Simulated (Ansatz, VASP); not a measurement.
## C in VASP and in Ansatz

POSCAR

```
C
1.0
    0.0000000000      1.7833700000      1.7833700000
    1.7833700000      0.0000000000      1.7833700000
    1.7833700000      1.7833700000      0.0000000000
C
2
Direct
    0.7500000000      0.7500000000      0.7500000000
    0.5000000000      0.5000000000      0.5000000000
```

The input INCAR.step1:

```
SYSTEM = C
PREC = Accurate
ENCUT = 520
EDIFF = 1E-5
ISMEAR = -1
SIGMA = 0.05
LREAL = .FALSE.
LASPH = .TRUE.
NELM = 60
ALGO = Normal
ISIF = 2
LWAVE = .TRUE.
LCHARG = .FALSE.
NBANDS = 11
GGA = PE
```

Contents of INCAR.step2:

```
SYSTEM = C
PREC = Accurate
ENCUT = 520
EDIFF = 1E-6
ISMEAR = -1
SIGMA = 0.05
LREAL = .FALSE.
LASPH = .TRUE.
NELM = 60
ALGO = Normal
ISIF = 2
LWAVE = .FALSE.
LCHARG = .FALSE.
GGA = PE
LHFCALC = .TRUE.
HFSCREEN = 0.3
PRECFOCK = Fast
NBANDS = 11
ISTART = 1
```

KPOINTS

```
regular mesh
0
G
  7 7 7
  0 0 0
```

Contents of KPOINTS_OPT:

```
path GXWKGLUWLK,UX
8
line-mode
reciprocal
 0.0000000000  0.0000000000  0.0000000000  G
 0.5000000000  0.0000000000  0.5000000000  X

 0.5000000000  0.0000000000  0.5000000000  X
 0.5000000000  0.2500000000  0.7500000000  W

 0.5000000000  0.2500000000  0.7500000000  W
 0.3750000000  0.3750000000  0.7500000000  K

 0.3750000000  0.3750000000  0.7500000000  K
 0.0000000000  0.0000000000  0.0000000000  G

 0.0000000000  0.0000000000  0.0000000000  G
 0.5000000000  0.5000000000  0.5000000000  L

 0.5000000000  0.5000000000  0.5000000000  L
 0.6250000000  0.2500000000  0.6250000000  U

 0.6250000000  0.2500000000  0.6250000000  U
 0.5000000000  0.2500000000  0.7500000000  W

 0.5000000000  0.2500000000  0.7500000000  W
 0.5000000000  0.5000000000  0.5000000000  L

 0.5000000000  0.5000000000  0.5000000000  L
 0.3750000000  0.3750000000  0.7500000000  K

 0.6250000000  0.2500000000  0.6250000000  U
 0.5000000000  0.0000000000  0.5000000000  X
```

File input.yaml:

```yaml
crystal:
  lattice:
    - [0.0, 1.78337, 1.78337]
    - [1.78337, 0.0, 1.78337]
    - [1.78337, 1.78337, 0.0]
  atoms:
    - { symbol: C, position: [0.75, 0.75, 0.75] }
    - { symbol: C, position: [0.5, 0.5, 0.5] }
hamiltonian:
  xc: { exchange: pbe, correlation: pbe, exx: { coeff: 0.25, omega: 0.3 } }
  pseudopotentials: { kind: paw }
kpoints:
  mp_grid: { grid: [7, 7, 7] }
  band_path:
    path:
      - [[0.0, 0.0, 0.0], [0.5, 0.0, 0.5], [0.5, 0.25, 0.75], [0.375, 0.375, 0.75], [0.0, 0.0, 0.0], [0.5, 0.5, 0.5], [0.625, 0.25, 0.625], [0.5, 0.25, 0.75], [0.5, 0.5, 0.5], [0.375, 0.375, 0.75]]
      - [[0.625, 0.25, 0.625], [0.5, 0.0, 0.5]]
    npoints: 4
scf:
  occupations: { method: fermi_dirac, width: 0.05 }
  n_extra_bands: 6
output:
  forces: true
  stress: true
  eigenvalues: true
  fatbands: false
  write_density: true
  write_potential: true
  elf: true
  volumetric_format: npy
```

This isn't the form of C at room conditions, which is graphite.

Alike in both runs: task band structure; functional HSE03; k mesh 7 × 7 × 7; occupations fermi-dirac, width 0.05 eV; no spin polarisation.

|  | VASP | Ansatz |
| --- | --- | --- |
| version | VASP 6.6.1 | Ansatz 0.2.0 |
| potentials or method | VASP PAW PBE potentials, release 64 (C) | Ansatz PAW |
| plane-wave cutoff (eV) | 520 | 420 |
| valence electrons in the cell | 8 | 8 |

Ansatz gave:

* gap on the k mesh at the Fermi level (eV): 5.18
* least direct gap on the mesh (eV): 6.75
* gap along the band path (eV): 5.06
* pressure (GPa): -7.7

**Question.** Which values does VASP return?

**Answer.** gap on the k mesh at the Fermi level (eV): 5.17; least direct gap on the mesh (eV): 6.75; gap along the band path (eV): 5.05; pressure (GPa): -6.9.

The functional is the same, so the differences come from potentials, cutoffs and numerics.

Caveats: the k mesh is coarse (spacing up to 0.44 Å⁻¹), so the values aren't converged, least of all with exact exchange; the PAW data sets were made with another functional, which shifts forces and pressure a little (VASP); the mesh misses the band edges, which the band path finds closer together (VASP); the k mesh misses the band edges, so the gap on the mesh is wider than the one along the path (Ansatz); the pressure holds a Pulay correction of +0.8 GPa for the finite cutoff (Ansatz); the PAW data sets come from PBE, with cores solved anew for the run's functional, which leaves a small shift of forces and pressure (Ansatz); the thresholds are loose for stress (Ansatz).
